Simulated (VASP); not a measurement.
A run of VASP 6.6.1 is set up as follows.

INCAR

```
  PREC = Accurate
  ENCUT = 520
  EDIFF = 1E-6
  ISMEAR = 0
  SIGMA = 0.02
  LREAL = False
  LASPH = True
  NELM = 60
  ALGO = Normal
  ISIF = 2
  LWAVE = False
  LCHARG = False
  GGA = CA
  ICORELEVEL = 1
```

The input KPOINTS:

```
Automatic mesh
0
Gamma
  8 8 8
```

Contents of POSCAR:

```
PtSe
1.0
    0.0000000000      3.0374472300      3.0374472300
    3.0374472300      0.0000000000      3.0374472300
    3.0374472300      3.0374472300      0.0000000000
Pt Se
1 1
Direct
    0.0000000000      0.0000000000      0.0000000000
    0.2500000000      0.2500000000      0.2500000000
```

Potentials or basis: VASP PAW LDA potentials, release 64 (Pt, Se).

Command:

```console
$ cat potpaw_LDA.64/Pt/POTCAR potpaw_LDA.64/Se/POTCAR > POTCAR
$ mpirun -np 1 vasp_std > vasp.out
```

(1) What does it give for the pressure?

(2) What does it give for the band gap on the k mesh?

Results:

(1) -16.0 GPa.

(2) none (metal or under the smearing width).

Caveat: so large a pressure means that the cell lies far from this level's equilibrium, or that cutoff or potentials fall short.
